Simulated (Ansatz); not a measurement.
Starting cell, ZnTe (zinc blende):

```yaml
crystal:
  lattice:
    - [0.00000, 3.05670, 3.05670]
    - [3.05670, 0.00000, 3.05670]
    - [3.05670, 3.05670, 0.00000]
  atoms:
    - { symbol: Te, position: [0.75000, 0.75000, 0.75000] }
    - { symbol: Zn, position: [0.00000, 0.00000, 0.00000] }
```

In each cell atom 2 (Zn, nearest neighbour Te at 2.647 Å; its periodic images, 4.3 Å or more away, move with it) moves by s·(-0.577, -0.577, -0.577) (towards the nearest neighbour), the rest being held.

Method: r2SCAN (plane waves to 500 eV, PAW, scalar-relativistic; Ansatz, a quantum-chemistry and plane-wave program). k mesh 8×8×8 (Γ-centred), Fermi-Dirac smearing 0.05 eV. Energies are smeared free energies. Spin-orbit coupling is left out, though Te is heavy. ZnTe was relaxed with its symmetry unable to fall. ΔE is measured from the undisplaced structure.

| s (Å) | ΔE (meV/cell) |
|---|---|
| -0.530 | 339 |
| -0.424 | 253 |
| -0.318 | 164 |
| -0.212 | 84 |
| -0.106 | 24 |
| 0.000 | 0 |
| 0.106 | 32 |
| 0.212 | 146 |
| 0.318 | 379 |
| 0.424 | 783 |
| 0.530 | 1430 |

**Question.** What force constant k = d²E/ds² at s = 0 does the table give?

**Answer.** 4.9 eV/Å². It is the second difference of the nearest points, corrected with the next pair.

**Question.** With k = 4.93 eV/Å² from the forces, is the well harmonic out to s = 0.530 Å?

**Answer.** ½ks² = 692 meV/cell against the computed 1430 meV/cell, so the well is stiffer than harmonic there.

(For displaced atoms, the force is minus the slope of the energy, and its curvature is a force constant, which sets phonon frequencies.)
